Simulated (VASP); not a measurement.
# GdN (Fm-3m) in VASP: notebook

One crystal, GdN, is run at these levels: PBE+U; tasks: band structure.

Everything below comes from runs of VASP 6.6.1. Logs are shortened: lines on timing, memory, paths and dates and some standing lists are left out, and cuts for length are marked.

## (1) The structure

It takes space group Fm-3m (No. 225, cubic). Conventional cell: a = 5.070 Å, b = 5.070 Å, c = 5.070 Å, α = 90.00°, β = 90.00°, γ = 90.00°. Gd (site symmetry m-3m) is surrounded by 6 N at 2.54 Å. N (site symmetry m-3m) has 6 Gd at 2.54 Å as nearest neighbours.

The cell comes from a database or a generator and needn't be the stable form of this composition.

## (2) Band structure, PBE+U, collinear spin, ferromagnetic start

INCAR reads:

```
SYSTEM = GdN
  PREC = Accurate
  ENCUT = 520
  EDIFF = 1E-7
  ISMEAR = -1
  SIGMA = 0.05
  LREAL = .FALSE.
  LASPH = .TRUE.
  NELM = 100
  ALGO = Normal
  ISIF = 2
  LWAVE = .FALSE.
  LCHARG = .FALSE.
  ISPIN = 2
  MAGMOM = 7 0
  LORBIT = 11
  LMAXMIX = 6
  LDAU = .TRUE.
  LDAUTYPE = 2
  LDAUL = 3 -1
  LDAUU = 6 0
  LDAUJ = 0 0
  LDAUPRINT = 1
  GGA = PE
```

KPOINTS reads:

```
regular mesh
0
G
  10 10 10
  0 0 0
```

POSCAR reads:

```
GdN
1.0
    0.0000000000      2.5350000000      2.5350000000
    2.5350000000      0.0000000000      2.5350000000
    2.5350000000      2.5350000000      0.0000000000
Gd N
1 1
Direct
    0.0000000000      0.0000000000      0.0000000000
    0.5000000000      0.5000000000      0.5000000000
```

KPOINTS_OPT reads:

```
path GXWKGLUWLK,UX
20
line-mode
reciprocal
 0.0000000000  0.0000000000  0.0000000000  G
 0.5000000000  0.0000000000  0.5000000000  X

 0.5000000000  0.0000000000  0.5000000000  X
 0.5000000000  0.2500000000  0.7500000000  W

 0.5000000000  0.2500000000  0.7500000000  W
 0.3750000000  0.3750000000  0.7500000000  K

 0.3750000000  0.3750000000  0.7500000000  K
 0.0000000000  0.0000000000  0.0000000000  G

 0.0000000000  0.0000000000  0.0000000000  G
 0.5000000000  0.5000000000  0.5000000000  L

 0.5000000000  0.5000000000  0.5000000000  L
 0.6250000000  0.2500000000  0.6250000000  U

 0.6250000000  0.2500000000  0.6250000000  U
 0.5000000000  0.2500000000  0.7500000000  W

 0.5000000000  0.2500000000  0.7500000000  W
 0.5000000000  0.5000000000  0.5000000000  L

 0.5000000000  0.5000000000  0.5000000000  L
 0.3750000000  0.3750000000  0.7500000000  K

 0.6250000000  0.2500000000  0.6250000000  U
 0.5000000000  0.0000000000  0.5000000000  X
```

Potentials or basis: VASP PAW PBE potentials, release 64 (Gd, N).

Command:

```console
cat potpaw_PBE.64/Gd/POTCAR potpaw_PBE.64/N/POTCAR > POTCAR
mpirun -np 1 vasp_std > vasp.out
```

OUTCAR:

```text
SYSTEM = GdN
   PREC = Accurate
   ENCUT = 520
   EDIFF = 1E-7
   ISMEAR = -1
   LREAL = .FALSE.
   LASPH = .TRUE.
   NELM = 100
   ISIF = 2
   ISPIN = 2
   LORBIT = 11
   GGA = PE

 ion  position               nearest neighbor table
   1  0.000  0.000  0.000-   2 2.54   2 2.54   2 2.54   2 2.54   2 2.54   2 2.54
   2  0.500  0.500  0.500-   1 2.54   1 2.54   1 2.54   1 2.54   1 2.54   1 2.54

  LATTYP: Found a face centered cubic cell.
 ALAT       =     5.0700000000

  Lattice vectors:

 A1 = (   0.0000000000,   2.5350000000,   2.5350000000)
 A2 = (   2.5350000000,   0.0000000000,   2.5350000000)
 A3 = (   2.5350000000,   2.5350000000,   0.0000000000)

Analysis of symmetry for initial positions (statically):
=====================================================================
 Subroutine PRICEL returns:
 Original cell was already a primitive cell.

 Routine SETGRP: Setting up the symmetry group for a
 face centered cubic supercell.

 Subroutine GETGRP returns: Found 48 space group operations
 (whereof 48 operations were pure point group operations)
 out of a pool of 48 trial point group operations.

The static configuration has the point symmetry O_h .

Analysis of symmetry for dynamics (positions and initial velocities):
=====================================================================
 Subroutine PRICEL returns:
 Original cell was already a primitive cell.

 Routine SETGRP: Setting up the symmetry group for a
 face centered cubic supercell.

 Subroutine GETGRP returns: Found 48 space group operations
 (whereof 48 operations were pure point group operations)
 out of a pool of 48 trial point group operations.

The dynamic configuration has the point symmetry O_h .

Analysis of structural, dynamic, and magnetic symmetry:
=====================================================================
 Subroutine PRICEL returns:
 Original cell was already a primitive cell.

 Routine SETGRP: Setting up the symmetry group for a
 face centered cubic supercell.

 Subroutine GETGRP returns: Found 48 space group operations
 (whereof 48 operations were pure point group operations)
 out of a pool of 48 trial point group operations.

The overall configuration has the point symmetry O_h .

 Subroutine INISYM returns: Found 48 space group operations
 (whereof 48 operations are pure point group operations),
 and found     1 'primitive' translations

----------------------------------------------------------------------------------------

                                     Primitive cell

  volume of cell :      32.5810

  direct lattice vectors                    reciprocal lattice vectors
     0.000000000  2.535000000  2.535000000    -0.197238659  0.197238659  0.197238659
     2.535000000  0.000000000  2.535000000     0.197238659 -0.197238659  0.197238659
     2.535000000  2.535000000  0.000000000     0.197238659  0.197238659 -0.197238659

  length of vectors
     3.585031381  3.585031381  3.585031381     0.341627378  0.341627378  0.341627378

  position of ions in fractional coordinates (direct lattice)
     0.000000000  0.000000000  0.000000000
     0.500000000  0.500000000  0.500000000

  ion indices of the primitive-cell ions
   primitive index   ion index
                 1           1
                 2           2

----------------------------------------------------------------------------------------

 KPOINTS: regular mesh

[... 83 lines left out ...]
   EFERMI_NEDOS =   21; number of points for ismear=-14 and -15
   IALGO  =     38    algorithm
   IMIX   =      4    mixing-type and parameters
     AMIX     =   0.40;   BMIX     =  1.00
     AMIX_MAG =   1.60;   BMIX_MAG =  1.00
  volume/ion in A,a.u.               =      16.29       109.93
  Fermi-wavevector in a.u.,A,eV,Ry     =   1.457682  2.754620 28.910163  2.124837
  Thomas-Fermi vector in A             =   2.574455
   LORBIT       =     11    0 simple, 1 ext, 2 COOP (PROOUT), +10 PAW based schemes
 LDA+U is selected, type is set to LDAUTYPE =  2
   angular momentum for each species LDAUL =     3   -1
[... 30 lines left out ...]
  o =  0.9906  v =  0.6124  0.0000 -0.7906  0.0000  0.0000 -0.0000  0.0000  0.0000  0.0000  0.0000  0.0000  0.0000  0.0000  0.0000      0.0000  0.0000  0.0000  0.0000  0.0000  0.0000  0.0000  0.0000  0.0000  0.0000  0.0000  0.0000  0.0000  0.0000
  o =  0.9927  v =  0.0000  0.0000  0.0000 -0.0992 -0.6093 -0.0000  0.7867  0.0000  0.0000  0.0000  0.0000  0.0000  0.0000  0.0000      0.0000  0.0000  0.0000  0.0000  0.0000  0.0000  0.0000  0.0000  0.0000  0.0000  0.0000  0.0000  0.0000  0.0000
  o =  0.9927  v = -0.7906  0.0000 -0.6124  0.0000  0.0000 -0.0000  0.0000  0.0000  0.0000  0.0000  0.0000  0.0000  0.0000  0.0000      0.0000  0.0000  0.0000  0.0000  0.0000  0.0000  0.0000  0.0000  0.0000  0.0000  0.0000  0.0000  0.0000  0.0000
  o =  0.9927  v =  0.0000 -0.0000 -0.0000 -0.9951  0.0608 -0.0000 -0.0785  0.0000  0.0000  0.0000  0.0000  0.0000  0.0000  0.0000      0.0000  0.0000  0.0000  0.0000  0.0000  0.0000  0.0000  0.0000  0.0000  0.0000  0.0000  0.0000  0.0000  0.0000

 number of electron      22.9999993 magnetization       7.0000100

 Free energy of the ion-electron system (eV)
  ---------------------------------------------------
  ext. energy  EPLUGINS =         0.00000000
  ---------------------------------------------------
  free energy    TOTEN  =       -22.79315510 eV

  energy without entropy =      -22.79244380  energy(sigma->0) =      -22.79279945

 E-fermi :   3.5003     XC(G=0): -11.3181

 val. band max:        3.4720687024   @ k =   0.4000   0.4000   0.0000
 cond. band min:       3.6820639941   @ k =   0.0000   0.0000   0.0000
 fundamental gap:      0.2099952917
 Fermi energy:         3.5003279257

 spin component 1

 k-point     1 :       0.0000    0.0000    0.0000
  band No.  band energies     occupation
      1     -40.3808      1.00000
      2     -17.4017      1.00000
      3     -17.4017      1.00000
      4     -17.4017      1.00000
      5      -9.1984      1.00000
      6      -2.9646      1.00000
[... 1049 lines left out ...]
     18      10.8697      0.00000
     19      11.0941      0.00000

 [... further k-points ...]

------------------------ aborting loop because EDIFF is reached ----------------------------------------

  FORCE on cell =-STRESS in cart. coord.  units (eV):
  Direction    XX          YY          ZZ          XY          YZ          ZX
  --------------------------------------------------------------------------------------
  -------------------------------------------------------------------------------------
  Total       -1.0781512     -1.0781512     -1.0781512     -0.0000000     -0.0000000      0.0000000
  in kB      -53.0183675    -53.0183675    -53.0183675     -0.0000000     -0.0000000      0.0000000
  external PRESSURE =     -53.0183675 kB  Pullay stress =       0.0000000 kB

 VOLUME and BASIS-vectors are now :
 -----------------------------------------------------------------------------
  energy-cutoff  :      520.00
  volume of cell :       32.58
      direct lattice vectors                 reciprocal lattice vectors
     0.000000000  2.535000000  2.535000000    -0.197238659  0.197238659  0.197238659
     2.535000000  0.000000000  2.535000000     0.197238659 -0.197238659  0.197238659
     2.535000000  2.535000000  0.000000000     0.197238659  0.197238659 -0.197238659

 POSITION                                       TOTAL-FORCE (eV/Angst)
 -----------------------------------------------------------------------------------
      0.00000      0.00000      0.00000         0.000000      0.000000     -0.000000
      2.53500      2.53500      2.53500        -0.000000     -0.000000      0.000000
 -----------------------------------------------------------------------------------
    total drift:                                0.000000      0.000000      0.000000

  FREE ENERGIE OF THE ION-ELECTRON SYSTEM (eV)
  ---------------------------------------------------
  free  energy   TOTEN  =       -22.7931551005 eV

  energy  without entropy=      -22.7924438025  energy(sigma->0) =      -22.79279945

 total charge

# of ion       s       p       d       f       tot
--------------------------------------------------
    1        2.032   5.659   0.514   6.971  15.176
    2        1.246   2.365   0.000   0.000   3.611
--------------------------------------------------
tot          3.279   8.024   0.514   6.971  18.787

 magnetization (x)

# of ion       s       p       d       f       tot
--------------------------------------------------
    1       -0.006  -0.087   0.068   6.897   6.872
    2       -0.008  -0.103   0.000   0.000  -0.111
--------------------------------------------------
tot         -0.015  -0.190   0.068   6.897   6.761
```

It took 4.1 min on 1 thread of Intel Xeon 6975P-C (Granite Rapids), shared host; peak memory 0.24 GiB.

Results:

| Item | Value |
| --- | --- |
| Free energy | -22.7932 eV |
| Pressure | -5.3 GPa |
| Band gap along the path | none (metal or under the smearing width) |
| Net moment | 7.00 μB per cell |
| Site moments | Gd +6.87; N -0.11 μB |
| Valence electrons inside the program's atomic spheres | Gd 15.18; N 3.61 |

Levels at the corners of the path, in eV from the Fermi level:
Spin up:
```tsv
point	band 11	band 12	band 13	band 14	band 15	band 16	band 17	band 18	band 19
Γ	-6.28	-6.28	0.18	0.18	0.18	2.57	2.57	2.57	2.98
X	-6.33	-6.32	-1.35	-0.22	-0.22	-0.22	6.20	6.30	7.29
X	-6.33	-6.32	-1.35	-0.22	-0.22	-0.22	6.20	6.30	7.29
W	-6.32	-6.29	-2.06	-1.47	-1.47	3.52	3.52	6.47	7.31
W	-6.32	-6.29	-2.06	-1.47	-1.47	3.52	3.52	6.47	7.30
K	-6.32	-6.31	-2.15	-1.48	-1.22	2.04	5.65	6.43	6.88
K	-6.32	-6.31	-2.15	-1.48	-1.22	2.04	5.65	6.43	6.88
Γ	-6.28	-6.28	0.18	0.18	0.18	2.57	2.57	2.57	2.98
Γ	-6.28	-6.28	0.18	0.18	0.18	2.57	2.57	2.57	2.98
L	-6.28	-6.25	-4.05	-2.25	-2.25	5.04	5.71	5.71	6.34
L	-6.28	-6.25	-4.05	-2.25	-2.25	5.04	5.71	5.71	6.34
U	-6.32	-6.31	-2.15	-1.48	-1.22	2.04	5.65	6.43	6.89
U	-6.32	-6.31	-2.15	-1.48	-1.22	2.04	5.65	6.43	6.88
W	-6.32	-6.29	-2.06	-1.47	-1.47	3.52	3.52	6.47	7.31
W	-6.32	-6.29	-2.06	-1.47	-1.47	3.52	3.52	6.47	7.32
L	-6.28	-6.25	-4.05	-2.25	-2.25	5.04	5.71	5.71	6.34
L	-6.28	-6.25	-4.05	-2.25	-2.25	5.04	5.71	5.71	6.34
K	-6.32	-6.31	-2.15	-1.48	-1.22	2.04	5.65	6.43	6.90
U	-6.32	-6.31	-2.15	-1.48	-1.22	2.04	5.65	6.43	6.91
X	-6.33	-6.32	-1.35	-0.22	-0.22	-0.22	6.20	6.30	7.29
```
Spin down:
```
point  band 5  band 6  band 7  band 8  band 9  band 10  band 11  band 12
    Γ  -12.76   -0.34   -0.34   -0.34    3.37     3.37     3.37     3.46
    X  -12.45   -1.09   -0.48   -0.48    0.42     4.75     4.78     4.88
    X  -12.45   -1.09   -0.48   -0.48    0.42     4.75     4.78     4.88
    W  -11.92   -2.13   -1.22   -1.22    3.51     3.51     4.82     4.82
    W  -11.92   -2.13   -1.22   -1.22    3.51     3.51     4.82     4.82
    K  -11.96   -2.01   -1.28   -1.22    2.32     4.55     4.71     4.85
    K  -11.96   -2.01   -1.28   -1.22    2.32     4.55     4.71     4.85
    Γ  -12.76   -0.34   -0.34   -0.34    3.37     3.37     3.37     3.46
    Γ  -12.76   -0.34   -0.34   -0.34    3.37     3.37     3.37     3.46
    L  -11.06   -3.82   -2.16   -2.16    4.33     4.68     4.68     4.96
    L  -11.06   -3.82   -2.16   -2.16    4.33     4.68     4.68     4.96
    U  -11.96   -2.01   -1.28   -1.22    2.32     4.55     4.71     4.85
    U  -11.96   -2.01   -1.28   -1.22    2.32     4.55     4.71     4.85
    W  -11.92   -2.13   -1.22   -1.22    3.51     3.51     4.82     4.82
    W  -11.92   -2.13   -1.22   -1.22    3.51     3.51     4.82     4.82
    L  -11.06   -3.82   -2.16   -2.16    4.33     4.68     4.68     4.96
    L  -11.06   -3.82   -2.16   -2.16    4.33     4.68     4.68     4.96
    K  -11.96   -2.01   -1.28   -1.22    2.32     4.55     4.71     4.85
    U  -11.96   -2.01   -1.28   -1.22    2.32     4.55     4.71     4.85
    X  -12.45   -1.09   -0.48   -0.48    0.42     4.75     4.78     4.88
```

Eigenvalues of the final occupation matrices:
```
    site  spin  trace                         eigenvalues
site 1 f     1   6.94  0.99 0.99 0.99 0.99 0.99 0.99 0.99
site 1 f     2   0.04  0.00 0.00 0.00 0.00 0.01 0.01 0.01
```

Caveat: spin-orbit coupling is left out, which moves the levels of the heavy elements; a cell with one magnetic atom can't hold antiferromagnetic order, which such compounds often take. The state reached can hang on the start; a lower one may exist.

## (3) Band structure, PBE+U, collinear spin, ferromagnetic start

Edit INCAR of step 2 so:

```diff
@@ -20,3 +20,3 @@
   LDAUL = 3 -1
-  LDAUU = 6 0
+  LDAUU = 8 0
   LDAUJ = 0 0
```

KPOINTS is that of step 2.

POSCAR is that of step 2.

KPOINTS_OPT is that of step 2.

Potentials or basis: VASP PAW PBE potentials, release 64 (Gd, N).

Command:

```console
cat potpaw_PBE.64/Gd/POTCAR potpaw_PBE.64/N/POTCAR > POTCAR
mpirun -np 1 vasp_std > vasp.out
```

Run time: 2.7 min. Hardware: 1 thread of Intel Xeon 6975P-C (Granite Rapids), shared host; peak memory 0.24 GiB.

The run converged. Its results:

```yaml
Free_energy: -22.7018 eV
Pressure: -4.9 GPa
Band_gap_along_the_path: none (metal or under the smearing width)
Net_moment: 7.00 μB per cell
Site_moments: Gd +6.88; N -0.11 μB
Valence_electrons_inside_the_program's_atomic_spheres: Gd 15.18; N 3.61
```

Eigenvalues of the final occupation matrices:
```
    site  spin  trace                         eigenvalues
site 1 f     1   6.94  0.99 0.99 0.99 0.99 0.99 0.99 0.99
site 1 f     2   0.03  0.00 0.00 0.00 0.00 0.01 0.01 0.01
```

Caveat: spin-orbit coupling is left out, which moves the levels of the heavy elements; a cell with one magnetic atom can't hold antiferromagnetic order, which such compounds often take.

## (4) Band structure, PBE+U, collinear spin, ferromagnetic start

Edit INCAR of step 3 so:

```diff
@@ -20,3 +20,3 @@
   LDAUL = 3 -1
-  LDAUU = 8 0
+  LDAUU = 10 0
   LDAUJ = 0 0
```

KPOINTS is that of step 3.

POSCAR is that of step 3.

KPOINTS_OPT is that of step 3.

Command:

```console
cat potpaw_PBE.64/Gd/POTCAR potpaw_PBE.64/N/POTCAR > POTCAR
mpirun -np 1 vasp_std > vasp.out
```

Run time: 2.6 min. Hardware: 1 thread of Intel Xeon 6975P-C (Granite Rapids), shared host; peak memory 0.25 GiB.

The run converged. Its results:

```
Free energy                                           : -22.6212 eV
Pressure                                              : -4.6 GPa
Band gap along the path                               : none (metal or under the smearing width)
Net moment                                            : 7.00 μB per cell
Site moments                                          : Gd +6.89; N -0.12 μB
Valence electrons inside the program's atomic spheres : Gd 15.18; N 3.61
```

Levels at the corners of the path, in eV from the Fermi level:
Spin up:
```
point  band 11  band 12  band 13  band 14  band 15  band 16  band 17  band 18  band 19
    Γ    -8.15    -8.15     0.15     0.15     0.15     2.61     2.61     2.61     3.03
    X    -8.20    -8.18    -1.31    -0.23    -0.23    -0.18     6.24     6.34     7.33
    X    -8.20    -8.18    -1.31    -0.23    -0.23    -0.18     6.24     6.34     7.33
    W    -8.18    -8.15    -2.05    -1.42    -1.42     3.53     3.53     6.51     7.35
    W    -8.18    -8.15    -2.05    -1.42    -1.42     3.53     3.53     6.51     7.35
    K    -8.18    -8.17    -2.12    -1.44    -1.21     2.06     5.67     6.45     6.92
    K    -8.18    -8.17    -2.12    -1.44    -1.21     2.06     5.67     6.45     6.92
    Γ    -8.15    -8.15     0.15     0.15     0.15     2.61     2.61     2.61     3.03
    Γ    -8.15    -8.15     0.15     0.15     0.15     2.61     2.61     2.61     3.03
    L    -8.14    -8.07    -4.01    -2.20    -2.20     5.08     5.75     5.75     6.31
    L    -8.14    -8.07    -4.01    -2.20    -2.20     5.08     5.75     5.75     6.31
    U    -8.18    -8.17    -2.12    -1.44    -1.21     2.06     5.67     6.46     6.95
    U    -8.18    -8.17    -2.12    -1.44    -1.21     2.06     5.67     6.45     6.92
    W    -8.18    -8.15    -2.05    -1.42    -1.42     3.53     3.53     6.51     7.35
    W    -8.18    -8.15    -2.05    -1.42    -1.42     3.53     3.53     6.51     7.35
    L    -8.14    -8.07    -4.01    -2.20    -2.20     5.08     5.75     5.75     6.31
    L    -8.14    -8.07    -4.01    -2.20    -2.20     5.08     5.75     5.75     6.31
    K    -8.18    -8.17    -2.12    -1.44    -1.21     2.06     5.67     6.45     6.93
    U    -8.18    -8.17    -2.12    -1.44    -1.21     2.06     5.67     6.45     6.92
    X    -8.20    -8.18    -1.31    -0.23    -0.23    -0.18     6.24     6.34     7.33
```
Spin down:
| point | band 6 | band 7 | band 8 | band 9 | band 10 | band 11 |
| --- | --- | --- | --- | --- | --- | --- |
| Γ | -0.19 | -0.19 | -0.19 | 3.40 | 3.40 | 3.40 |
| X | -1.05 | -0.37 | -0.37 | 0.44 | 6.63 | 6.78 |
| X | -1.05 | -0.37 | -0.37 | 0.44 | 6.63 | 6.78 |
| W | -2.07 | -1.18 | -1.18 | 3.85 | 3.85 | 6.82 |
| W | -2.07 | -1.18 | -1.18 | 3.85 | 3.85 | 6.82 |
| K | -1.96 | -1.21 | -1.18 | 2.46 | 5.79 | 6.52 |
| K | -1.96 | -1.21 | -1.18 | 2.46 | 5.79 | 6.52 |
| Γ | -0.19 | -0.19 | -0.19 | 3.40 | 3.40 | 3.40 |
| Γ | -0.19 | -0.19 | -0.19 | 3.40 | 3.40 | 3.40 |
| L | -3.79 | -2.13 | -2.13 | 5.57 | 5.70 | 6.63 |
| L | -3.79 | -2.13 | -2.13 | 5.57 | 5.70 | 6.63 |
| U | -1.96 | -1.21 | -1.18 | 2.46 | 5.79 | 6.52 |
| U | -1.96 | -1.21 | -1.18 | 2.46 | 5.79 | 6.52 |
| W | -2.07 | -1.18 | -1.18 | 3.85 | 3.85 | 6.82 |
| W | -2.07 | -1.18 | -1.18 | 3.85 | 3.85 | 6.82 |
| L | -3.79 | -2.13 | -2.13 | 5.57 | 5.70 | 6.63 |
| L | -3.79 | -2.13 | -2.13 | 5.57 | 5.70 | 6.63 |
| K | -1.96 | -1.21 | -1.18 | 2.46 | 5.79 | 6.52 |
| U | -1.96 | -1.21 | -1.18 | 2.46 | 5.79 | 6.52 |
| X | -1.05 | -0.37 | -0.37 | 0.44 | 6.63 | 6.78 |

Eigenvalues of the final occupation matrices:
```csv
site,spin,trace,eigenvalues
site 1 f,1,6.95,0.99 0.99 0.99 0.99 0.99 0.99 0.99
site 1 f,2,0.03,0.00 0.00 0.00 0.00 0.01 0.01 0.01
```

Caveat: spin-orbit coupling is left out, which moves the levels of the heavy elements; a cell with one magnetic atom can't hold antiferromagnetic order, which such compounds often take.

## (5) Summary

| U | pressure (GPa) | moment (μB) |
| --- | --- | --- |
| Gd f U = 6 eV | -5.3 | 7.00 |
| Gd f U = 8 eV | -4.9 | 7.00 |
| Gd f U = 10 eV | -4.6 | 7.00 |

Alike in all rows: task band structure; level PBE+U; potentials or basis VASP PAW PBE potentials, release 64 (Gd, N); spin collinear, ferromagnetic start; cell as given; k mesh 10 × 10 × 10; cutoff (eV) 520; smearing fermi-dirac 0.05 eV.

Caveats: spin-orbit coupling is left out, which moves the levels of the heavy elements; a cell with one magnetic atom can't hold antiferromagnetic order, which such compounds often take.

Absolute energies hang on the potentials; compare differences alone.
